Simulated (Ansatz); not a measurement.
# A convergence test on SnTe (puckered monolayer (GeS type)): k mesh of the hybrid

How far can the k mesh of the hybrid be lowered for the gap of SnTe (puckered monolayer (GeS type))?

Method: DFT, HSE06, plane waves, PAW, in Ansatz 0.2.0.

## (1) The starting structure

The cell holds 4 atoms: 2 Sn and 2 Te. Its edges and angles: a = 4.560 Å, b = 4.560 Å, c = 29.417 Å, α = 90.0°, β = 90.0°, γ = 90.0°. Vacuum lies along c.

The structure was relaxed with PBE. The runs that relaxed it are not among those shown. Spin-orbit coupling is left out unless a step names it. The default PAW set here is soft_2. Its files were made with PBE. The Coulomb interaction is cut off across the vacuum.

## (2) k mesh of the hybrid: 2×2×1

Contents of input.yaml:

```yaml
crystal:
  lattice:
    - [4.5598147535, 0.0, 0.0]
    - [0.0, 4.5599599449, 0.0]
    - [0.0, 0.0, 29.4168237988]
  atoms:
    - { symbol: Sn, position: [0.0552566641, 0.0, 0.3682817467] }
    - { symbol: Te, position: [0.5447433359, 0.5, 0.3766520058] }
    - { symbol: Sn, position: [0.5552566641, 0.5, 0.2776071545] }
    - { symbol: Te, position: [0.0447433359, 0.0, 0.2692368954] }
  periodic: [true, true, false]
kpoints:
  mp_grid: { grid: [2, 2, 1] }
  band_path:
    path:
      - [0.0, 0.0, 0.0]
      - [0.5, 0.0, 0.0]
      - [0.5, 0.5, 0.0]
      - [0.0, 0.5, 0.0]
      - [0.4, 0.0, 0.0]
    npoints: 1
hamiltonian:
  xc: hse06
scf:
  occupations: { method: fixed }
  n_extra_bands: 5
output:
  eigenvalues: true
```

Launch:

```
$ ansatz run input.yaml --threads 3 --pin off --max-ram 92160MiB --backend cuda --events-out ev --progress --plain --runs-dir out --devices 1 --max-vram 13GiB  # rebuilt from the run's record
```

Numbers of over 12 decimals in the logs are rounded to 6 here.

What it wrote:

```text
scf.n_extra_bands = 5 over 30 filled bands (N_el = 60.0): the run solves 35 bands
exact exchange: scf.exx.singularity resolves to wigner_seitz, which cuts the screened interaction at the faces of the exchange supercell's Wigner-Seitz cell, so that each pair interacts once, at the shortest of its separations (the periodic images that this leaves out come, for a point-like exchange hole, to about 0.012 eV on a filled level). The cut falls within the interaction's reach, and what an exchange supercel [...]
GPUs: using 1 of 1 available (devices: 1).
Engine: ansatz 0.2.0, x86_64-unknown-linux-gnu
Pseudopotentials: kind: paw
Pseudopotential: Sn, paw, valence charge 14, recommended cutoff 420 eV (normal), Sn.paw.azcp
Pseudopotential: Te, paw, valence charge 16, recommended cutoff 420 eV (normal), Te.paw.azcp
Functional definition: HSE06
  parameter a = 0.25
  parameter omega = 0.11/bohr
  exchange = pbe_x - a*pbe_x_sr(omega) + a*exact_x_sr(omega)
  correlation = pbe_c
davidson cushion auto → on  (no smearing: the cushion is to keep the highest requested band from converging to the state above it; pin scf.eigensolver.cushion to override)
concurrent solve slots: 2 of 3 are kept, ahead of what memory takes: no pass of the eigensolver takes more rounds on 2
device memory: the entry about to start is reckoned to put 3.1 GiB on a device that reports 54.5 GiB free (of which the cap on the GPU budget leaves the run 13.0 GiB)
GPU FFT provider: cuFFT
GPU libraries: cuBLAS 13.8.2, cuFFT 12.4.0, cuSOLVER 12.3.4
Crystal: 4 atoms, lattice volume = 611.651 Å³
Basis set: ecut = 420 eV, 11947 PW (Γ)
Bands: 35, of which v1, the nominal top of the filled ones, is band 30 counted from 1 (29 counted from 0)
Symmetry: 4 space group operations
Space group: Pmn21 (ITA 31), of the structure as read, at distance tolerance 8.5e-5 Å
k-points: 4
Non-local potential: Sn, projectors of the file, l = 0: 2, l = 1: 2, l = 2: 2, l = 3: 2
Non-local potential: Te, projectors of the file, l = 0: 2, l = 1: 2, l = 2: 2, l = 3: 2
PAW form: soft (Blöchl's): semilocal exchange-correlation on the pseudo side does not see the compensation charge
PAW frozen core: Sn, regenerated for the run's functional, and the local potential with it (the file was generated under x = pbe(κ = 0.804, μ = 0.219515), c = pbe(β = 0.066725))
PAW frozen core: Te, regenerated for the run's functional, and the local potential with it (the file was generated under x = pbe(κ = 0.804, μ = 0.219515), c = pbe(β = 0.066725))
PAW one-centre angular grid: Sn, 590 points (default); XC on 64 Gauss nodes
PAW one-centre angular grid: Te, 590 points (default); XC on 64 Gauss nodes
Initial density: superposition of atomic densities (neutral atoms: chi_scale 0, normalization atom), corrected by the library's trained network
Initial wavefunctions: pseudopotential atomic-orbital guess
GPU buffer pool allocated for 204800 grid points (all kernels)
GPU transforms: local potential and band sums: pruned to the plane-wave sphere, on 32×32×200
Functional: x = pbe(κ = 0.804, μ = 0.219515), c = pbe(β = 0.066725), warm-up for x = pbe(κ = 0.804, μ = 0.219515) + 0.25 (exact − pbe) at short range (hse, ω = 0.207870 Å⁻¹), c = pbe(β = 0.066725); HSE06 as pw.x's `hse` composes it (authors' and Libxc's form: `xc: wpbeh`)
SCF iter   1: F=—  HF=-26008.249179 eV  |F-HF|=—  |Δ(HF+E_count)|=         —  Δρ=2.18e-3  dr2=2.05e-1  ethr=1.77e-3  ⟨swp⟩=11.2  Hψ=605  notcnv=0
preconditioner: auto → none  [insulator: Δε(μ)=1.508 eV  Ē_g=7.141 eV  n_scr=60 (ndim 8)  ℏωp=6.7 eV  f_vac=0.747]
SCF iter   2: F=—  HF=-26008.228808 eV  |F-HF|=—  |Δ(HF+E_count)|=   2.04e-2  Δρ=2.18e-3  dr2=1.25e-1  ethr=3.42e-4  ⟨swp⟩=5.5  Hψ=429  notcnv=0
iter 3 solved again at ethr=7.05e-6 eV; its pass at ethr=2.09e-4 eV (dr2=4.23e-3 eV) is discarded
SCF iter   3: F=—  HF=-26008.201601 eV  |F-HF|=—  |Δ(HF+E_count)|=   2.72e-2  Δρ=5.75e-4  dr2=4.41e-3  ethr=7.05e-6  ⟨swp⟩=4.5  Hψ=725  notcnv=0
[...]
SCF iter   2: F=—  HF=-26025.144102 eV  |F-HF|=—  |Δ(HF+E_count)|=   1.04e-2  Δρ=7.05e-4  dr2=3.70e-3  ethr=6.42e-7  ⟨swp⟩=6.5  Hψ=631  notcnv=0
SCF iter   3: F=—  HF=-26025.156862 eV  |F-HF|=—  |Δ(HF+E_count)|=   1.28e-2  Δρ=5.07e-4  dr2=2.13e-3  ethr=6.42e-7  ⟨swp⟩=5.8  Hψ=600  notcnv=0  defer=5
SCF iter   4: F=—  HF=-26025.156286 eV  |F-HF|=—  |Δ(HF+E_count)|=   5.76e-4  Δρ=1.10e-4  dr2=1.64e-4  ethr=6.42e-7  ⟨swp⟩=4.0  Hψ=424  notcnv=0
SCF iter   5: F=—  HF=-26025.156770 eV  |F-HF|=—  |Δ(HF+E_count)|=   4.85e-4  Δρ=8.91e-5  dr2=1.18e-4  ethr=9.17e-8  ⟨swp⟩=6.0  Hψ=446  notcnv=0  defer=1
SCF iter   6: F=-26025.156739 eV  HF=-26025.156741 eV  |F-HF|=1.19e-6  |Δ(HF+E_count)|=   2.95e-5  Δρ=1.32e-5  dr2=6.16e-6  ethr=9.17e-8  ⟨swp⟩=4.0  Hψ=394  notcnv=0
SCF 2 stopped early in 6 iterations: F = -26025.156739 eV  dr2 = 6.16e-6
hybrid outer 1: dexx = +1.488e-2 eV, tail = 2.28e-4 eV
GPU FFT provider: cuFFT
GPU libraries: cuBLAS 13.8.2, cuFFT 12.4.0, cuSOLVER 12.3.4
GPU buffer pool allocated for 204800 grid points (all kernels)
GPU transforms: local potential and band sums: pruned to the plane-wave sphere, on 32×32×200
Exchange kernel: α = 0.2500, screened, ω = 0.2079 Å⁻¹, Wigner–Seitz truncation, v(0) = 912.7839 eV·Å³, q-mesh 2×2×1, nearest image of the exchange supercell L = 9.12 Å, pair-density grid 32×32×200, without the augmentation charges, whose exchange is taken in its separable form by FFT convolution over the k-point mesh (the finest that the files' search goes to), smooth part of the exact exchange by density-matrix convolution in up to 5.77 GiB of GPU memory as planned if the GPU has room (build and FFT work areas not counted)
Frozen-core exchange: fock
SCF iter   1: F=—  HF=-26025.156180 eV  |F-HF|=—  |Δ(HF+E_count)|=         —  Δρ=2.07e-5  dr2=3.36e-6  ethr=1.90e-6  ⟨swp⟩=3.2  Hψ=316  notcnv=0
preconditioner: auto → none  [insulator: Δε(μ)=1.889 eV  Ē_g=8.062 eV  n_scr=60 (ndim 8)  ℏωp=6.7 eV  f_vac=0.750]
SCF iter   2: F=—  HF=-26025.156186 eV  |F-HF|=—  |Δ(HF+E_count)|=   5.63e-6  Δρ=1.19e-5  dr2=1.28e-6  ethr=4.58e-9  ⟨swp⟩=5.8  Hψ=561  notcnv=0
iter 3 solved again at ethr=1.53e-10 eV; its pass at ethr=1.69e-9 eV (dr2=9.20e-8 eV) is discarded
SCF iter   3: F=—  HF=-26025.156185 eV  |F-HF|=—  |Δ(HF+E_count)|=   2.81e-7  Δρ=4.57e-6  dr2=1.17e-7  ethr=1.53e-10  ⟨swp⟩=4.0  Hψ=692  notcnv=0
SCF iter   4: F=-26025.156185 eV  HF=-26025.156185 eV  |F-HF|=1.96e-10  |Δ(HF+E_count)|=   2.76e-9  Δρ=7.96e-7  dr2=3.21e-8  ethr=1.43e-10  ⟨swp⟩=3.8  Hψ=347  notcnv=0
SCF 3 converged in 4 iterations: F = -26025.156185 eV  dr2 = 3.21e-8
[...]
hybrid outer 2: dexx = +2.980e-6 eV, tail = 1.22e-7 eV, Δε = 2.77e-3 eV (about 1.33e-4 eV left of the loop's levels)
device memory: the entry about to start is reckoned to put 1.6 GiB on a device that reports 59.3 GiB free (of which the cap on the GPU budget leaves the run 13.0 GiB)
NSCF: frozen V_eff on 5 k-points
hybrid SCF converged: 2 outer / 10 inner (+5 warm-up), last move |dexx| = 2.98e-6 eV, tail = 1.22e-7 eV
Stability not checked: this state was not tested for a lower state beside it, because the functional holds exact exchange (a hybrid, or Hartree-Fock), whose exchange loop this test does not read (fock_operator; see scf.lower_state_search)
Free energy (F): -26025.156185 eV
Frozen-core exchange: fock
Harris-Foulkes:  -26025.156185 eV  (|F-HF|=1.96e-10)
Internal energy: -26025.156185 eV  (E = F + TS)
E sigma→0 (E₀):  -26025.156185 eV
Fermi energy:    -4.714753 eV
--- Per-component energies (eV) ---
  E_band       = -1621.082355
  E_kinetic    = 728.775387
  E_local      = -91740.853299  (includes V_loc(G=0)·N_el)
  E_nonlocal   = -690.789656
  E_hartree    = 46032.462215
  E_xc         = -801.322319
  E_vxc        = -320.611331  (∫ρ·V_xc dr)
  E_exx        = -162.335663  (= α·E_x^exact, valence–valence)
  E_paw        = -17659.794793  (= ΣΔE_a)
  E_vpaw       = -1337.856459  (= ΣTr[D̂ρ^β])
  E_aug_tail   = -0.000390  (compensation charges beyond the density's cutoff)
  E_ewald      = 38268.546005
  E_core_change = 0.156327  (= ΣΔE_core)
  E_smearing   = -0.000000  (= −TS)
  E_closure    = -0.000000  (closes the sum)
  Σ components = -26025.156185   (vs F -26025.156185, Δ=0.00e0)
--- Band table (eV) ---
  k-point 0: bands = [... 26 lower, -7.6557, -6.3880, -6.3793, -5.4694, -2.4978, -0.9375, -0.4347, -0.0847, ... 1 higher]
  k-point 1: bands = [... 26 lower, -5.9961, -5.9961, -4.7159, -4.7159, -2.8253, -2.8253, -2.7783, -2.7783, ... 1 higher]
  k-point 2: bands = [... 26 lower, -5.9994, -5.9994, -4.7148, -4.7148, -2.8204, -2.8204, -2.7933, -2.7933, ... 1 higher]
  k-point 3: bands = [... 26 lower, -7.9900, -7.9900, -6.4521, -6.4521, -1.0001, -1.0001, -0.3733, -0.3733, ... 1 higher]
  the weakly bound empty levels are not read free of the cell's end (exact_exchange)
```

Run time: 16 s. Hardware: 1 × NVIDIA H100 80GB HBM3 (shared by 6 runs) with 3 threads of AMD EPYC 7R13 (Zen 3), shared host; peak memory 1.6 GiB.

Numbers from this step:

| Property | Result |
| --- | --- |
| gap | 1.052 eV |
| valence top at | k = (0.400, 0.000, 0.000) |
| conduction bottom at | k = (0.400, 0.000, 0.000) |
| least direct gap | 1.052 eV |
| exact-exchange fraction | 0.25 |

The gap is direct, at (0.400, 0.000, 0.000).

## (3) k mesh of the hybrid: 4×4×1

Edit input.yaml of step 2 so:

```diff
@@ -12,3 +12,3 @@
 kpoints:
-  mp_grid: { grid: [2, 2, 1] }
+  mp_grid: { grid: [4, 4, 1] }
   band_path:
```

What it wrote:

```text
[...]
GPUs: using 1 of 1 available (devices: 1).
[...]
GPU FFT provider: cuFFT
GPU libraries: cuBLAS 13.8.2, cuFFT 12.4.0, cuSOLVER 12.3.4
Crystal: 4 atoms, lattice volume = 611.651 Å³
Basis set: ecut = 420 eV, 11947 PW (Γ)
Bands: 35, of which v1, the nominal top of the filled ones, is band 30 counted from 1 (29 counted from 0)
[... 1 set-up line as in the run before ...]
[...]
k-points: 9 of 16 (time reversal used)
[...]
k-point 0: bands = [... 26 lower, -7.7534, -6.4999, -6.4907, -5.6205, -2.5435, -1.0722, -0.4298, -0.1607, ... 1 higher]
  k-point 1: bands = [... 26 lower, -6.9151, -6.1113, -5.7842, -5.1477, -2.6019, -2.1142, -2.0465, -1.0453, ... 1 higher]
  k-point 2: bands = [... 26 lower, -6.0855, -6.0855, -4.7722, -4.7722, -2.9625, -2.9625, -2.9173, -2.9173, ... 1 higher]
  k-point 8: bands = [... 26 lower, -8.1717, -8.1717, -6.5801, -6.5801, -1.0809, -1.0809, -0.4870, -0.4870, ... 1 higher]
  the weakly bound empty levels are not read free of the cell's end (exact_exchange)
[key lines of the parts left out:]
Free energy (F): -26026.239634 eV
Fermi energy:    -4.771598 eV
```

Wall time 28 s (1 × NVIDIA H100 80GB HBM3 (shared by 6 runs) with 3 threads); peak memory 2 GiB; 36 s of CPU time.

Numbers from this step:

```yaml
gap: 1.028 eV
valence_top_at: k = (0.400, 0.000, 0.000)
conduction_bottom_at: k = (0.400, 0.000, 0.000)
least_direct_gap: 1.028 eV
```

The gap is 1.028 eV, −0.023 eV from the run before at this level.

## (4) The series

Differences are against the last row; a negative gap means that bands overlap, and a run with a band path holds that path's time. Times are wall times on 1 × NVIDIA H100 80GB HBM3 (shared by 6 runs) with 3 threads of AMD EPYC 7R13 (Zen 3), shared host, good to a factor of about two.

```
k mesh of the hybrid  gap (eV)  direct gap (eV)  gap error (eV)  energy error (meV/atom)  irreducible k  time
               2×2×1     1.052            1.052          +0.023                   +270.9              4  16 s
               4×4×1     1.028            1.028          +0.000                     +0.0              9  28 s
```

## (5) Outcome

```
2×2×1 : 1.052 eV
4×4×1 : 1.028 eV
```

**Reading.** The gap holds to 0.02 eV from 4×4×1 on, the last run itself, so the series does not show convergence. At 2×2×1 the gap is off by +0.023 eV and the energy by +271 meV/atom. The gap is read over the mesh and added points near the edges, so meshes differ mainly through the density and, for a hybrid, the exchange operator.

[Paths, hosts, dates, memory and timing lines, banners, echoed tables and standing remarks are left out of the program output.]

[Logs are printed without paths, hosts, clocks, repeated set-up lines and the standing remarks that a program may print on its own settings, such as how far it seeks lower states.]

[Runs of the session that timed out or met a known fault of the program may be left out.]

[Cells called generated may have been cut or substituted from an entry of the Crystallography Open Database or the Materials Project.]

[Hosts, paths, dates, database ids (printed as entryN), source tags and the programs' standing remarks are cut or masked in the printed files.]
